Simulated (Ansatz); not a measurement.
Here is an Ansatz 0.2.0 calculation.

File input:

```
crystal:
  lattice:
    - [0.0, 2.956, 2.956]
    - [2.956, 0.0, 2.956]
    - [2.956, 2.956, 0.0]
  atoms:
    - { symbol: Se, position: [0.5, 0.5, 0.5] }
    - { symbol: Ca, position: [0.0, 0.0, 0.0] }
hamiltonian:
  xc: hse06
  pseudopotentials: { kind: paw }
kpoints:
  mp_grid: { grid: [6, 6, 6] }
  band_path:
    path:
      - [[0.0, 0.0, 0.0], [0.5, 0.0, 0.5], [0.5, 0.25, 0.75], [0.375, 0.375, 0.75], [0.0, 0.0, 0.0], [0.5, 0.5, 0.5], [0.625, 0.25, 0.625], [0.5, 0.25, 0.75], [0.5, 0.5, 0.5], [0.375, 0.375, 0.75]]
      - [[0.625, 0.25, 0.625], [0.5, 0.0, 0.5]]
    npoints: 4
scf:
  occupations: { method: fermi_dirac, width: 0.05 }
  n_extra_bands: 6
output:
  forces: true
  stress: true
  eigenvalues: true
  fatbands: false
```

(1) Predict the band gap along the path.

(2) Estimate the band gap on the k mesh.

(3) Predict the pressure.

## Answers

(1) 2.97 eV, indirect (least direct gap 4.01 eV).

(2) 2.97 eV, indirect (least direct gap 4.01 eV).

(3) 0.8 GPa.

Caveat: the PAW data sets come from PBE, with cores solved anew for the run's functional, which leaves a small shift of forces and pressure; the thresholds are loose for stress.

**The experiment to reproduce.**

A printed reference work, monograph, original work of 1988 reports, for a bulk crystal of CaSe at 2 K: band gap 3.85 eV (indirect).

Measured gap of CaSe: 3.85 eV (indirect; 2 K; a printed reference work, monograph, original work of 1988). This calculation gives 2.97 eV (-0.88 eV). Spin-orbit coupling on Se is left out. The value is that of HSE06, without temperature or zero-point motion.
